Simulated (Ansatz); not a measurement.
**Germanium, dhcp under r²SCAN: from relaxation to bulk modulus**

What does r²SCAN give for germanium in the dhcp structure? We relax it, solve it on a dense k-mesh, then scale the cell to 7 volumes from 88 to 112 % of the relaxed one and try a fit of the equation of state. Spin polarisation is left out. The k-meshes are 12×12×4 for the relaxation; 16×16×5 for the dense run; 13×13×4 for the volumes.

Computed with Ansatz 0.2.0 (DFT r2SCAN, plane waves (500 eV) with PAW, scalar-relativistic; PAW files made under PBE, frozen cores solved again for the functional, unless a step says otherwise).

## Step 1: The system as given

It takes space group P6_3/mmc (No. 194, hexagonal). The conventional cell has a = 3.008 Å, b = 3.008 Å, c = 9.823 Å, α = 90.00°, β = 90.00°, γ = 120.00°. Ge (site symmetry -3m) has 12 Ge at 3.01 Å as nearest neighbours. Ge (site symmetry -6m2) is surrounded by 12 Ge at 3.01 Å.

As a file:

```
Ge
1.0
     3.00765    0.00000    0.00000
    -1.50383    2.60470    0.00000
     0.00000    0.00000    9.82300
Ge
4
Direct
  0.00000 0.00000 0.00000
  0.00000 0.00000 0.50000
  0.33333 0.66667 0.25000
  0.66667 0.33333 0.75000
```

## Step 2: Geometry optimisation

input.yaml reads:

```yaml
crystal:
  lattice:
    - [3.0076538696, 0.0, 0.0]
    - [-1.5038269348, 2.6047046568, 0.0]
    - [0.0, 0.0, 9.8229975381]
  atoms:
    - { symbol: Ge, position: [0.0, 0.0, 0.0] }
    - { symbol: Ge, position: [0.0, 0.0, 0.5] }
    - { symbol: Ge, position: [0.3333333333, 0.6666666667, 0.25] }
    - { symbol: Ge, position: [0.6666666667, 0.3333333333, 0.75] }
hamiltonian:
  xc: r2scan
  pseudopotentials:
    kind: paw
    azcp:
      Ge: "pseudopotentials/Ge.paw.azcp"
basis:
  ecutwfc: 500
  fft_grid_basis: typed
kpoints:
  mp_grid: { grid: [12, 12, 4], shift: [0, 0, 0] }
magnetization:
  spin_polarized: false
scf:
  occupations: { method: fermi_dirac, width: 0.1 }
relax:
  max_steps: 60
  f_tol: 0.01
  cell: {}
```

Started as:

```bash
$ ansatz run input.yaml --threads 1 --pin off --max-ram 3584MiB --backend cpu --events-out ev --progress --plain --runs-dir out
```

Standard output:

```text
Engine: ansatz 0.2.0, x86_64-unknown-linux-gnu
Pseudopotentials: kind: paw
Pseudopotential: Ge, paw, valence charge 14, recommended cutoff 500 eV (meta_gga), <dir>
Functional definition: r2SCAN
  parameter k0 = 0.174
  parameter k1 = 0.065
  parameter a1 = 4.9479
  exchange = r2scan_x(k0 = k0, k1 = k1, a1 = a1)
  correlation = r2scan_c
Crystal: 4 atoms, lattice volume = 76.954 Å³
Basis set: ecut = 500 eV, 1979 PW (Γ), exchange–correlation on 96×96×288 points (64 copies of the dense FFT grid, shifted against one another)
Bands: 34, of which v1, the nominal top of the filled ones, is band 28 counted from 1 (27 counted from 0)
Symmetry: 24 space group operations
Space group: P63/mmc (ITA 194), of the structure as read, at distance tolerance 4.3e-5 Å
k-points: 57 of 576
Non-local potential: Ge, projectors of the file, l = 0: 2, l = 1: 2, l = 2: 3, l = 3: 1
PAW form: soft (Blöchl's): semilocal exchange-correlation on the pseudo side does not see the compensation charge
PAW frozen core: Ge, regenerated for the run's functional (the file was generated under x = pbe(κ = 0.804, μ = 0.2195149727645171), c = pbe(β = 0.06672455060314922))
PAW one-centre angular grid: Ge, 590 points (default); XC on 160 Gauss nodes
Initial density: superposition of atomic densities (neutral atoms: chi_scale 0, normalization atom), corrected by the library's trained network
Initial wavefunctions: pseudopotential atomic-orbital guess
Functional: x = r2scan, c = r2scan; τ floored in thin density (d = 2e-4 eV/Å³)
SCF iter   1: F=—  HF=-17209.267163 eV  |F-HF|=—  |Δ(HF+E_count)|=         —  Δρ=6.77e-3  dr2=1.21e-2  dr2_τ=8.94e-4  ethr=1.77e-3  ⟨swp⟩=5.3  Hψ=6932  notcnv=0
preconditioner: auto → Kerker (q_TF=auto, 2.588 Å⁻¹)  [metal: Δε(μ)=0.034 eV  Ē_g=23.116 eV  σ=0.100 eV  W_gap=0.08  n_scr=26 (ndim 8)  ℏωp=31.7 eV  f_vac=0.000  D(μ)=2.24/eV (n_scr^D=6)]
SCF iter   2: F=—  HF=-17209.286780 eV  |F-HF|=—  |Δ(HF+E_count)|=   1.96e-2  Δρ=2.15e-3  dr2=1.90e-3  dr2_τ=4.02e-5  ethr=2.16e-5  ⟨swp⟩=2.0  Hψ=4297  notcnv=0  defer=35
SCF iter   3: F=—  HF=-17209.288335 eV  |F-HF|=—  |Δ(HF+E_count)|=   1.56e-3  Δρ=1.47e-3  dr2=1.06e-3  dr2_τ=1.06e-5  ethr=3.40e-6  ⟨swp⟩=2.0  Hψ=2265  notcnv=0  defer=35
SCF iter   4: F=—  HF=-17209.289773 eV  |F-HF|=—  |Δ(HF+E_count)|=   1.44e-3  Δρ=3.49e-4  dr2=1.10e-4  dr2_τ=5.08e-7  ethr=1.89e-6  ⟨swp⟩=2.0  Hψ=2368  notcnv=0  defer=35
SCF iter   5: F=—  HF=-17209.289947 eV  |F-HF|=—  |Δ(HF+E_count)|=   1.75e-4  Δρ=7.06e-5  dr2=4.64e-6  dr2_τ=2.24e-8  ethr=1.96e-7  ⟨swp⟩=2.0  Hψ=2369  notcnv=0  defer=35
SCF iter   6: F=—  HF=-17209.289956 eV  |F-HF|=—  |Δ(HF+E_count)|=   8.20e-6  Δρ=2.47e-5  dr2=5.22e-7  dr2_τ=5.68e-9  ethr=8.29e-9  ⟨swp⟩=2.0  Hψ=3509  notcnv=0  defer=35
SCF iter   7: F=-17209.289955 eV  HF=-17209.289955 eV  |F-HF|=3.76e-8  |Δ(HF+E_count)|=   3.33e-7  Δρ=9.86e-6  dr2=7.81e-8  dr2_τ=3.70e-10  ethr=1.79e-10  ⟨swp⟩=4.0  Hψ=6694  notcnv=0
SCF 1 converged in 7 iterations: F = -17209.289955 eV  dr2 = 7.81e-8
relax step   1: F+E_penalty+E_count = -17209.28995535 eV  Δ(F+E_penalty+E_count) = +0.000e0 eV  max|allowed force component| = 1.434e-16 eV/Å  Δτ_max = 0.0000 Å  P = -1.116 GPa  Ω = 76.954 Å³  (7 SCF iters, dr2 threshold 1.00e-7 eV, accepted)
Crystal: 4 atoms, lattice volume = 75.006 Å³
Basis set: ecut = 500 eV, 1955 PW (Γ), exchange–correlation on 96×96×288 points (64 copies of the dense FFT grid, shifted against one another)
Initial density: handed on by an earlier stage of this run
Initial wavefunctions: those handed on with the density
iter 1 solved again at ethr=1.35e-7 eV; its pass at ethr=3.10e-3 eV (dr2=7.57e-5 eV) is discarded
SCF iter   1: F=—  HF=-17209.282660 eV  |F-HF|=—  |Δ(HF+E_count)|=         —  Δρ=4.69e-4  dr2=7.85e-5  dr2_τ=2.31e-3  ethr=1.35e-7  ⟨swp⟩=2.0  Hψ=10432  notcnv=0
preconditioner: auto → Kerker (q_TF=auto, 2.599 Å⁻¹)  [metal: Δε(μ)=0.053 eV  Ē_g=23.055 eV  σ=0.100 eV  W_gap=0.13  n_scr=26 (ndim 8)  ℏωp=32.1 eV  f_vac=0.000  D(μ)=2.24/eV (n_scr^D=6)]
SCF iter   2: F=—  HF=-17209.294213 eV  |F-HF|=—  |Δ(HF+E_count)|=   1.16e-2  Δρ=3.17e-4  dr2=5.13e-5  dr2_τ=5.54e-7  ethr=1.35e-7  ⟨swp⟩=2.8  Hψ=3666  notcnv=0
SCF iter   3: F=—  HF=-17209.294243 eV  |F-HF|=—  |Δ(HF+E_count)|=   3.08e-5  Δρ=1.85e-4  dr2=1.49e-5  dr2_τ=2.83e-7  ethr=9.16e-8  ⟨swp⟩=2.0  Hψ=3529  notcnv=0
SCF iter   4: F=—  HF=-17209.294259 eV  |F-HF|=—  |Δ(HF+E_count)|=   1.53e-5  Δρ=6.73e-5  dr2=2.63e-6  dr2_τ=2.20e-8  ethr=2.66e-8  ⟨swp⟩=3.0  Hψ=3673  notcnv=0
SCF iter   5: F=-17209.294263 eV  HF=-17209.294262 eV  |F-HF|=2.45e-7  |Δ(HF+E_count)|=   3.68e-6  Δρ=1.94e-5  dr2=2.16e-7  dr2_τ=1.40e-9  ethr=7.14e-10  ⟨swp⟩=2.4  Hψ=7435  notcnv=0
SCF 2 converged in 5 iterations: F = -17209.294263 eV  dr2 = 2.16e-7
relax step   2: F+E_penalty+E_count = -17209.29426260 eV  Δ(F+E_penalty+E_count) = -4.307e-3 eV  max|allowed force component| = 2.313e-17 eV/Å  Δτ_max = 0.0000 Å  P = +0.561 GPa  Ω = 75.006 Å³  energy of the carried Pulay correction = +7.012e-4 eV  (5 SCF iters, dr2 threshold 4.00e-7 eV, accepted)
Crystal: 4 atoms, lattice volume = 75.643 Å³
iter 1 solved again at ethr=1.53e-8 eV; its pass at ethr=3.10e-3 eV (dr2=8.55e-6 eV) is discarded
SCF iter   1: F=—  HF=-17209.293653 eV  |F-HF|=—  |Δ(HF+E_count)|=         —  Δρ=1.59e-4  dr2=9.80e-6  dr2_τ=2.59e-4  ethr=1.53e-8  ⟨swp⟩=3.0  Hψ=9194  notcnv=0
preconditioner: auto → Kerker (q_TF=auto, 2.595 Å⁻¹)  [metal: Δε(μ)=0.020 eV  Ē_g=23.019 eV  σ=0.100 eV  W_gap=0.05  n_scr=26 (ndim 8)  ℏωp=31.9 eV  f_vac=0.000  D(μ)=2.25/eV (n_scr^D=6)]
SCF iter   2: F=—  HF=-17209.295136 eV  |F-HF|=—  |Δ(HF+E_count)|=   1.48e-3  Δρ=9.24e-5  dr2=4.52e-6  dr2_τ=5.06e-8  ethr=1.53e-8  ⟨swp⟩=2.5  Hψ=3610  notcnv=0
SCF iter   3: F=—  HF=-17209.295138 eV  |F-HF|=—  |Δ(HF+E_count)|=   2.77e-6  Δρ=5.45e-5  dr2=1.27e-6  dr2_τ=2.86e-8  ethr=8.06e-9  ⟨swp⟩=2.0  Hψ=3533  notcnv=0
SCF iter   4: F=-17209.295140 eV  HF=-17209.295140 eV  |F-HF|=1.89e-7  |Δ(HF+E_count)|=   1.33e-6  Δρ=1.20e-5  dr2=9.12e-8  dr2_τ=1.32e-9  ethr=7.14e-10  ⟨swp⟩=2.0  Hψ=7382  notcnv=0
SCF 3 converged in 4 iterations: F = -17209.295140 eV  dr2 = 9.12e-8
relax step   3: F+E_penalty+E_count = -17209.29513981 eV  Δ(F+E_penalty+E_count) = -8.772e-4 eV  max|allowed force component| = 2.359e-16 eV/Å  Δτ_max = 0.0000 Å  P = -0.018 GPa  Ω = 75.643 Å³  energy of the carried Pulay correction = +4.698e-4 eV  (4 SCF iters, dr2 threshold 4.00e-7 eV, accepted)
Crystal: 4 atoms, lattice volume = 75.628 Å³
iter 1 solved again at ethr=1.97e-9 eV; its pass at ethr=3.10e-3 eV (dr2=1.10e-6 eV) is discarded
SCF iter   1: F=—  HF=-17209.295173 eV  |F-HF|=—  |Δ(HF+E_count)|=         —  Δρ=3.16e-5  dr2=9.27e-7  dr2_τ=1.82e-6  ethr=1.97e-9  ⟨swp⟩=2.2  Hψ=8852  notcnv=0
preconditioner: auto → Kerker (q_TF=auto, 2.595 Å⁻¹)  [metal: Δε(μ)=0.022 eV  Ē_g=23.020 eV  σ=0.100 eV  W_gap=0.05  n_scr=26 (ndim 8)  ℏωp=32.0 eV  f_vac=0.000  D(μ)=2.24/eV (n_scr^D=6)]
SCF iter   2: F=—  HF=-17209.295179 eV  |F-HF|=—  |Δ(HF+E_count)|=   5.82e-6  Δρ=1.74e-5  dr2=2.33e-7  dr2_τ=1.08e-9  ethr=1.65e-9  ⟨swp⟩=2.0  Hψ=2412  notcnv=0
SCF iter   3: F=—  HF=-17209.295179 eV  |F-HF|=—  |Δ(HF+E_count)|=   1.62e-7  Δρ=7.77e-6  dr2=5.35e-8  dr2_τ=3.65e-10  ethr=4.15e-10  ⟨swp⟩=2.0  Hψ=2395  notcnv=0
SCF iter   4: F=-17209.295179 eV  HF=-17209.295179 eV  |F-HF|=1.74e-9  |Δ(HF+E_count)|=   3.26e-8  Δρ=3.06e-6  dr2=8.40e-9  dr2_τ=5.00e-11  ethr=3.66e-11  ⟨swp⟩=4.0  Hψ=5831  notcnv=0
SCF 4 converged in 4 iterations: F = -17209.295179 eV  dr2 = 8.40e-9
relax step   4: F+E_penalty+E_count = -17209.29517888 eV  Δ(F+E_penalty+E_count) = -3.907e-5 eV  max|allowed force component| = 8.095e-17 eV/Å  Δτ_max = 0.0000 Å  P = -0.009 GPa  Ω = 75.628 Å³  energy of the carried Pulay correction = +4.753e-4 eV  (4 SCF iters, dr2 threshold 2.05e-8 eV, accepted)
Crystal: 4 atoms, lattice volume = 75.623 Å³
iter 1 solved again at ethr=2.14e-9 eV; its pass at ethr=3.10e-3 eV (dr2=1.20e-6 eV) is discarded
SCF iter   1: F=—  HF=-17209.295215 eV  |F-HF|=—  |Δ(HF+E_count)|=         —  Δρ=3.20e-5  dr2=9.78e-7  dr2_τ=2.14e-6  ethr=2.14e-9  ⟨swp⟩=2.2  Hψ=8859  notcnv=0
preconditioner: auto → Kerker (q_TF=auto, 2.595 Å⁻¹)  [metal: Δε(μ)=0.024 eV  Ē_g=23.019 eV  σ=0.100 eV  W_gap=0.06  n_scr=26 (ndim 8)  ℏωp=32.0 eV  f_vac=0.000  D(μ)=2.22/eV (n_scr^D=6)]
SCF iter   2: F=—  HF=-17209.295221 eV  |F-HF|=—  |Δ(HF+E_count)|=   6.30e-6  Δρ=1.64e-5  dr2=2.14e-7  dr2_τ=9.58e-10  ethr=1.75e-9  ⟨swp⟩=2.0  Hψ=2411  notcnv=0
SCF iter   3: F=—  HF=-17209.295221 eV  |F-HF|=—  |Δ(HF+E_count)|=   7.88e-8  Δρ=7.39e-6  dr2=5.07e-8  dr2_τ=3.46e-10  ethr=3.82e-10  ⟨swp⟩=2.0  Hψ=2388  notcnv=0
SCF iter   4: F=-17209.295221 eV  HF=-17209.295221 eV  |F-HF|=9.90e-10  |Δ(HF+E_count)|=   1.93e-8  Δρ=2.21e-6  dr2=4.20e-9  dr2_τ=1.38e-11  ethr=3.62e-11  ⟨swp⟩=4.0  Hψ=5830  notcnv=0
SCF 5 converged in 4 iterations: F = -17209.295221 eV  dr2 = 4.20e-9
relax step   5: F+E_penalty+E_count = -17209.29522133 eV  Δ(F+E_penalty+E_count) = -4.245e-5 eV  max|allowed force component| = 1.989e-16 eV/Å  Δτ_max = 0.0000 Å  P = -0.010 GPa  Ω = 75.623 Å³  energy of the carried Pulay correction = +4.770e-4 eV  (4 SCF iters, dr2 threshold 2.03e-8 eV, accepted)
Crystal: 4 atoms, lattice volume = 75.565 Å³
iter 1 solved again at ethr=1.88e-7 eV; its pass at ethr=3.10e-3 eV (dr2=1.05e-4 eV) is discarded
SCF iter   1: F=—  HF=-17209.295192 eV  |F-HF|=—  |Δ(HF+E_count)|=         —  Δρ=3.00e-4  dr2=8.21e-5  dr2_τ=2.24e-4  ethr=1.88e-7  ⟨swp⟩=2.3  Hψ=9027  notcnv=0
preconditioner: auto → Kerker (q_TF=auto, 2.595 Å⁻¹)  [metal: Δε(μ)=0.052 eV  Ē_g=23.016 eV  σ=0.100 eV  W_gap=0.13  n_scr=24 (ndim 8)  ℏωp=32.0 eV  f_vac=0.000  D(μ)=2.05/eV (n_scr^D=6)]
SCF iter   2: F=—  HF=-17209.295852 eV  |F-HF|=—  |Δ(HF+E_count)|=   6.60e-4  Δρ=1.54e-4  dr2=1.71e-5  dr2_τ=9.60e-8  ethr=1.47e-7  ⟨swp⟩=3.0  Hψ=3683  notcnv=0
SCF iter   3: F=—  HF=-17209.295861 eV  |F-HF|=—  |Δ(HF+E_count)|=   9.18e-6  Δρ=6.79e-5  dr2=4.07e-6  dr2_τ=2.94e-8  ethr=3.06e-8  ⟨swp⟩=2.0  Hψ=2387  notcnv=0
SCF iter   4: F=—  HF=-17209.295863 eV  |F-HF|=—  |Δ(HF+E_count)|=   1.64e-6  Δρ=2.26e-5  dr2=4.47e-7  dr2_τ=1.77e-9  ethr=7.27e-9  ⟨swp⟩=2.0  Hψ=2390  notcnv=0
SCF iter   5: F=—  HF=-17209.295863 eV  |F-HF|=—  |Δ(HF+E_count)|=   9.75e-8  Δρ=1.45e-5  dr2=1.85e-7  dr2_τ=6.77e-10  ethr=7.99e-10  ⟨swp⟩=2.5  Hψ=3536  notcnv=0
SCF iter   6: F=-17209.295863 eV  HF=-17209.295863 eV  |F-HF|=4.29e-10  |Δ(HF+E_count)|=   5.06e-8  Δρ=4.96e-6  dr2=2.30e-8  dr2_τ=9.41e-11  ethr=4.44e-11  ⟨swp⟩=2.5  Hψ=6232  notcnv=0
SCF 6 converged in 6 iterations: F = -17209.295863 eV  dr2 = 2.30e-8
relax step   6: F+E_penalty+E_count = -17209.29586310 eV  Δ(F+E_penalty+E_count) = -6.418e-4 eV  max|allowed force component| = 5.320e-17 eV/Å  Δτ_max = 0.0000 Å  P = -0.021 GPa  Ω = 75.565 Å³  energy of the carried Pulay correction = +4.980e-4 eV  (6 SCF iters, dr2 threshold 2.49e-8 eV, accepted)
Crystal: 4 atoms, lattice volume = 75.381 Å³
Basis set: ecut = 500 eV, 1943 PW (Γ), exchange–correlation on 96×96×288 points (64 copies of the dense FFT grid, shifted against one another)
iter 1 solved again at ethr=1.13e-6 eV; its pass at ethr=3.10e-3 eV (dr2=6.32e-4 eV) is discarded
SCF iter   1: F=—  HF=-17209.293067 eV  |F-HF|=—  |Δ(HF+E_count)|=         —  Δρ=7.89e-4  dr2=5.50e-4  dr2_τ=1.39e-3  ethr=1.13e-6  ⟨swp⟩=2.1  Hψ=9585  notcnv=0
preconditioner: auto → Kerker (q_TF=auto, 2.596 Å⁻¹)  [metal: Δε(μ)=0.049 eV  Ē_g=23.008 eV  σ=0.100 eV  W_gap=0.12  n_scr=24 (ndim 8)  ℏωp=32.0 eV  f_vac=0.000  D(μ)=1.68/eV (n_scr^D=6)]
SCF iter   2: F=—  HF=-17209.296859 eV  |F-HF|=—  |Δ(HF+E_count)|=   3.79e-3  Δρ=4.11e-4  dr2=1.23e-4  dr2_τ=6.26e-7  ethr=9.82e-7  ⟨swp⟩=2.0  Hψ=2435  notcnv=0
SCF iter   3: F=—  HF=-17209.296895 eV  |F-HF|=—  |Δ(HF+E_count)|=   3.64e-5  Δρ=1.72e-4  dr2=2.69e-5  dr2_τ=2.01e-7  ethr=2.20e-7  ⟨swp⟩=2.0  Hψ=2377  notcnv=0
SCF iter   4: F=—  HF=-17209.296904 eV  |F-HF|=—  |Δ(HF+E_count)|=   8.75e-6  Δρ=6.08e-5  dr2=3.21e-6  dr2_τ=1.41e-8  ethr=4.80e-8  ⟨swp⟩=2.0  Hψ=2387  notcnv=0
SCF iter   5: F=—  HF=-17209.296905 eV  |F-HF|=—  |Δ(HF+E_count)|=   8.50e-7  Δρ=3.68e-5  dr2=1.15e-6  dr2_τ=5.03e-9  ethr=5.73e-9  ⟨swp⟩=3.0  Hψ=3546  notcnv=0
SCF iter   6: F=—  HF=-17209.296905 eV  |F-HF|=—  |Δ(HF+E_count)|=   2.98e-7  Δρ=1.34e-5  dr2=1.64e-7  dr2_τ=7.75e-10  ethr=2.05e-9  ⟨swp⟩=2.2  Hψ=2621  notcnv=0
SCF iter   7: F=-17209.296905 eV  HF=-17209.296905 eV  |F-HF|=4.73e-11  |Δ(HF+E_count)|=   3.35e-8  Δρ=3.83e-6  dr2=1.34e-8  dr2_τ=8.17e-11  ethr=1.30e-10  ⟨swp⟩=4.0  Hψ=5816  notcnv=0
SCF 7 converged in 7 iterations: F = -17209.296905 eV  dr2 = 1.34e-8
relax step   7: F+E_penalty+E_count = -17209.29690505 eV  Δ(F+E_penalty+E_count) = -1.042e-3 eV  max|allowed force component| = 3.724e-16 eV/Å  Δτ_max = 0.0000 Å  P = -0.009 GPa  Ω = 75.381 Å³  energy of the carried Pulay correction = +5.649e-4 eV  (7 SCF iters, dr2 threshold 7.27e-8 eV, accepted)
Initial wavefunctions: pseudopotential atomic-orbital guess (no wavefunctions were taken with the density)
iter 1 solved again at ethr=4.12e-9 eV; its pass at ethr=3.10e-3 eV (dr2=2.31e-6 eV) is discarded
SCF iter   1: F=—  HF=-17209.296432 eV  |F-HF|=—  |Δ(HF+E_count)|=         —  Δρ=5.72e-5  dr2=1.89e-7  dr2_τ=7.63e-7  ethr=4.12e-9  ⟨swp⟩=3.5  Hψ=12540  notcnv=0
preconditioner: auto → Kerker (q_TF=auto, 2.596 Å⁻¹)  [metal: Δε(μ)=0.034 eV  Ē_g=23.009 eV  σ=0.100 eV  W_gap=0.08  n_scr=24 (ndim 8)  ℏωp=32.0 eV  f_vac=0.000  D(μ)=1.67/eV (n_scr^D=6)]
SCF iter   2: F=—  HF=-17209.296447 eV  |F-HF|=—  |Δ(HF+E_count)|=   1.54e-5  Δρ=3.12e-5  dr2=8.47e-8  dr2_τ=6.42e-8  ethr=3.38e-10  ⟨swp⟩=2.0  Hψ=3550  notcnv=0
SCF iter   3: F=—  HF=-17209.296453 eV  |F-HF|=—  |Δ(HF+E_count)|=   5.32e-6  Δρ=7.48e-6  dr2=7.65e-9  dr2_τ=3.24e-9  ethr=1.51e-10  ⟨swp⟩=2.8  Hψ=3531  notcnv=0
SCF iter   4: F=—  HF=-17209.296453 eV  |F-HF|=—  |Δ(HF+E_count)|=   2.29e-7  Δρ=1.47e-6  dr2=8.87e-10  dr2_τ=9.91e-11  ethr=1.37e-11  ⟨swp⟩=2.0  Hψ=3562  notcnv=0
SCF iter   5: F=-17209.296453 eV  HF=-17209.296453 eV  |F-HF|=7.28e-11  |Δ(HF+E_count)|=   9.99e-9  Δρ=2.46e-7  dr2=2.96e-11  dr2_τ=1.36e-12  ethr=1.00e-12  ⟨swp⟩=2.4  Hψ=7351  notcnv=0
SCF 8 converged in 5 iterations: F = -17209.296453 eV  dr2 = 2.96e-11
relax step   8: F+E_penalty+E_count = -17209.29645276 eV  Δ(F+E_penalty+E_count) = +4.523e-4 eV  max|allowed force component| = 3.516e-16 eV/Å  Δτ_max = 0.0000 Å  P = -0.014 GPa  Ω = 75.381 Å³  stress off target by 1.54e-2 GPa  SCF on the basis re-selected at this cell (its energy is not comparable with the rows above)  (5 SCF iters)
basis re-selected at this cell: Δ(F+E_penalty+E_count) = +4.523e-4 eV, ΔP = -0.006 GPa vs the last step (what re-selecting the basis moved, of the pressure what is left beyond the Pulay correction that the steps carried, after the strain that the cell walked since its last selection, with what the two solves' SCF thresholds leave and, on support functions, any second-order correction that the steps lacked; it is no measure of the basis error at this ecutwfc). This SCF's stress stands 1.54e-2 GPa from its target on what of the cell is left free (relax.cell.stress_tol is 5.00e-2 GPa) and its largest allowed force component is 3.52e-16 eV/Å (relax.f_tol is 1.00e-2 eV/Å): within both
SCF converged after 5 iterations
Free energy (F): -17209.296453 eV
Harris-Foulkes:  -17209.296453 eV  (|F-HF|=7.28e-11)
Internal energy: -17209.239572 eV  (E = F + TS)
E sigma→0 (E₀):  -17209.268012 eV
Entropy (-TS):   -0.056881 eV (-14.220 meV/atom)
Fermi energy:    11.043654 eV
--- Per-component energies (eV) ---
  E_band       = -488.533375
  E_kinetic    = 438.915576
  E_local      = -8511.052130  (includes V_loc(G=0)·N_el)
  E_nonlocal   = 1664.920338
  E_hartree    = 3723.307111
  E_xc         = -275.629650
  E_vxc        = -272.155420  (∫ρ·V_xc dr)
  E_paw        = -8120.248156  (= ΣΔE_a)
  E_vpaw       = -1272.057426  (= ΣTr[D̂ρ^β])
  E_aug_tail   = 0.000048  (compensation charges beyond the density's cutoff)
  E_vtau       = 16.281422  (kinetic-family band-sum trace: ∫τ·v_τ [+ j·A + Jᵃ·Aᵃ] dr)
  E_ewald      = -6125.109646
  E_core_change = -4.343063  (= ΣΔE_core)
  E_smearing   = -0.056881  (= −TS)
  E_closure    = 0.000000  (closes the sum)
  Σ components = -17209.296453   (vs F -17209.296453, Δ=0.00e0)
--- Forces (eV/Å), atoms counted from 1 ---
  atom   1  Ge     0.00000000     0.00000000     0.00000000
  atom   2  Ge    -0.00000000     0.00000000    -0.00000000
  atom   3  Ge     0.00000000    -0.00000000    -0.00000000
  atom   4  Ge     0.00000000     0.00000000     0.00000000
  max |Σ_I F_I| component: 4.63e-17 eV/Å
--- Stress (GPa, compression-positive) ---
       -0.013985      -0.000000       0.000000
       -0.000000      -0.013985      -0.000000
        0.000000      -0.000000      -0.015440
  P = ⅓ Tr σ = -0.0145 GPa (-0.145 kbar)
--- Relaxed structure (7 steps of the walk, 7 accepted, 1 SCFs on fresh bases) ---
  F+E_penalty+E_count = -17209.29645276 eV   max|allowed force component| = 3.516e-16 eV/Å   (the final SCF, on the basis selected at the relaxed cell)
  cell:  # Å, volume = 75.3806 Å³
    - [3.0254683394368245, 4.575769708848981e-32, 1.448254198686102e-18]
    - [-1.5127341697184122, 2.620132440297811, -7.24127099343047e-19]
    - [4.7299982129605245e-18, 1.541889129368525e-32, 9.50919126121906]
  atoms:
    - { symbol: Ge, position: [-4.690727468813863e-34, 6.386990148584022e-34, -2.555401463333566e-38] }
    - { symbol: Ge, position: [-5.7777898331617076e-34, 6.386990148584022e-34, 0.5] }
    - { symbol: Ge, position: [0.3333333333333333, 0.6666666666666667, 0.25] }
    - { symbol: Ge, position: [0.6666666666666667, 0.3333333333333333, 0.7500000000000001] }
```

Run time: 2.9 min. Hardware: 1 thread of Intel Xeon Platinum 8259CL at 2.50GHz (Skylake/Cascade Lake), shared host; peak memory 0.79 GiB.

Step by step:

```
step  energy change (meV/atom)  largest force (eV/Å)  pressure (GPa)  volume (Å³/atom)
   1                      0.00                0.0000           -1.12            19.238
   2                     -1.08                0.0000            0.56            18.751
   3                     -1.30                0.0000           -0.02            18.911
   4                     -1.31                0.0000           -0.01            18.907
   5                     -1.32                0.0000           -0.01            18.906
   6                     -1.48                0.0000           -0.02            18.891
   7                     -1.74                0.0000           -0.01            18.845
   8                     -1.62                0.0000           -0.01            18.845
```

Steps that repeat a cell are solved on a basis chosen anew, so their changes of energy are no gain of the relaxation.

The cell of the run, before and after:

|  | before | after | change |
| --- | --- | --- | --- |
| a (Å) | 3.008 | 3.025 | +0.6 % |
| b (Å) | 3.008 | 3.025 | +0.6 % |
| c (Å) | 9.823 | 9.509 | -3.2 % |
| volume (Å³/atom) | 19.238 | 18.845 | -2.0 % |
| shortest distance (Å) | 3.008 | 2.950 | -1.9 % |
| space group (spins left aside) | P6_3/mmc | P6_3/mmc | same |

(Part 1 of 2 ends here.)
